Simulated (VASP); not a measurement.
Set up this calculation in VASP 6.6.1, as the native input.

```yaml
Task: single point
Functional: PBE
Potentials_or_basis: VASP PAW PBE potentials, release 64 (Mo_sv, S)
Cutoff: 520 eV
k_mesh: 10 × 10 × 2
Occupations: fermi-dirac, width 0.05 eV
Spin: no spin polarisation
Further_INCAR_settings: ALGO = Normal; EDIFF = 1e-07; NBANDS = 35
```

The structure of MoS2 lies in POSCAR:

```
MoS2
1.0
    3.1845414560      0.0000000000      0.0000000000
   -1.5922707280      2.7578938003      0.0000000000
    0.0000000000      0.0000000000     21.6705347200
Mo S
2 4
Direct
    0.3333333333      0.6666666667      0.8511602300
    0.6666666667      0.3333333333      0.1488397700
    0.6666666667      0.3333333333      0.7796253900
    0.3333333333      0.6666666667      0.0772510000
    0.6666666667      0.3333333333      0.9227490000
    0.3333333333      0.6666666667      0.2203746100
```

These files were run (other wordings do the same):

INCAR

```
  PREC = Accurate
  ENCUT = 520
  EDIFF = 1E-7
  ISMEAR = -1
  SIGMA = 0.05
  LREAL = F
  LASPH = T
  NELM = 100
  ALGO = Normal
  ISIF = 2
  LWAVE = F
  LCHARG = T
  GGA = PE
  LELF = T
  LVHAR = T
  NBANDS = 35
```

KPOINTS

```
Automatic mesh
0
Gamma
  10 10 2
```

Potentials or basis: VASP PAW PBE potentials, release 64 (Mo_sv, S).

Command:

```sh
$ cat potpaw_PBE.64/Mo_sv/POTCAR potpaw_PBE.64/S/POTCAR > POTCAR
$ mpirun -np 1 vasp_std > vasp.out
```

It gave:

```json
{
  "Largest force": "0.221 eV/Å",
  "Band gap on the k mesh": "1.40 eV, indirect (least direct gap 1.89 eV)"
}
```

Run time: 2.7 min on 1 thread of Intel(R) Xeon(R) Platinum 8488C (Sapphire Rapids), with other jobs on the host, peak memory 0.37 GiB.
